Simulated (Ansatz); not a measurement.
CoO:

```
CELL_PARAMETERS angstrom
0.00000 2.13150 2.13150
2.13150 0.00000 2.13150
2.13150 2.13150 0.00000
ATOMIC_POSITIONS crystal
Co 0.00000 0.00000 0.00000
O 0.50000 0.50000 0.50000
```

Base run:

```yaml
Program: Ansatz 0.2.0
Functional: PBE
Potentials_or_basis: Ansatz PAW
Cutoff: "420 eV (not typed: the program's choice for these potentials)"
k_mesh: 9 × 9 × 9
Occupations: fermi-dirac, width 0.05 eV
Spin: collinear spin, ferromagnetic start
Starting_moments: "[1.5, 0.0] μB"
Fixed_moment: 1.5 μB
```

Its results: pressure -12.5 GPa; site moments Co +1.41; O +0.01 μB.

**Question.** The run is repeated on the same cell with these changes: fixed moment from 1.5 μB to 2 μB; moments at the start from [1.5, 0.0] to [2.0, 0.0]. What comes out?

**Answer.** Pressure -9.3 GPa; site moments Co +1.82; O +0.08 μB.

Caveats: the total moment is fixed, so each spin has its own Fermi level; a cell with one magnetic atom can't hold antiferromagnetic order, which such compounds often take; the thresholds are loose for stress.
